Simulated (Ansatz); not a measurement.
WS2 (started from an entry of an open crystallographic database), relaxed with r2SCAN+rVV10, was run in the plane-wave code Ansatz under altered settings. All numbers are computed, without spin polarisation but where a row says otherwise.

```xyz
3
Lattice="1.5859 0.9156 6.2375 -1.5859 0.9156 6.2375 0.0000 -1.8312 6.2375" Properties=species:S:1:pos:R:3 pbc="T T T"
W     0.0000    0.0000    0.0125
S     0.0000    0.0000    4.6885
S     0.0000    0.0000    7.8120
```

The base run's other keys:
```yaml
kpoints:
  mp_grid: { grid: [4, 4, 4] }
hamiltonian:
  xc: hse06
scf:
  occupations: { method: fixed }
  n_extra_bands: 4
```

It takes 17 iterations with 1041 plane waves at 420 eV and 13 k points, and leaves a mean stress of -1.58 GPa. The gap over this mesh is 1.965 eV.

Outcomes, with energy and stress as changes against the base:
```
                                  setting    outcome  ΔF (meV/atom)  Δ mean stress (GPa)  gap on the mesh (eV)  iterations
PBE hybrid, exx coeff -0.2, omega 0.3 1/Å    refused              –                    –                     –           –
    PBE hybrid, exx coeff 0.5, unscreened  converged              –                 -4.3                 3.925          25
   PBE hybrid, exx coeff 0.35, unscreened  converged              –                 -1.8                 3.159          21
    PBE hybrid, exx coeff 0.3, unscreened  converged              –                 -0.9                 2.899          18
                       basis.ecutwfc: 500  converged           -0.8                  0.0                 1.965          16
                    scf.n_extra_bands: 24  converged            0.0                  0.0                 1.965          17
```
A dash marks a value that wasn't obtained or can't be compared. Stress is positive in compression.

- PBE hybrid, exx coeff -0.2, omega 0.3 1/Å. The input is refused before any iteration. Error: invalid value for `hamiltonian.xc.exx.coeff`: must be finite and in (0, 1]; got -0.2
- PBE hybrid, exx coeff 0.5, unscreened. That is 50 % exact exchange, at all ranges, against HSE06's 25 % screened at 0.208 1/Å. The mean stress moves by -4.3 GPa and the gap on the mesh by +1.960 eV (to 3.925). Totals of different functionals aren't comparable.
- PBE hybrid, exx coeff 0.35, unscreened. That is 35 % exact exchange, at all ranges, against HSE06's 25 % screened at 0.208 1/Å. The mean stress moves by -1.8 GPa and the gap on the mesh by +1.195 eV (to 3.159). Totals of different functionals aren't comparable.
- PBE hybrid, exx coeff 0.3, unscreened. That is 30 % exact exchange, at all ranges, against HSE06's 25 % screened at 0.208 1/Å. The mean stress moves by -0.9 GPa and the gap on the mesh by +0.934 eV (to 2.899). Totals of different functionals aren't comparable.

Within 1 meV an atom, 0.1 GPa and 0.005 eV of the base stay: basis.ecutwfc: 500; scf.n_extra_bands: 24.

No spin-orbit coupling is included; it can move band edges with weight on the heavy atoms by tenths of an eV.

The stress of a hybrid is loosely converged in these runs.

The meshes of the hybrids are coarse, so their gaps aren't converged to the digits shown.
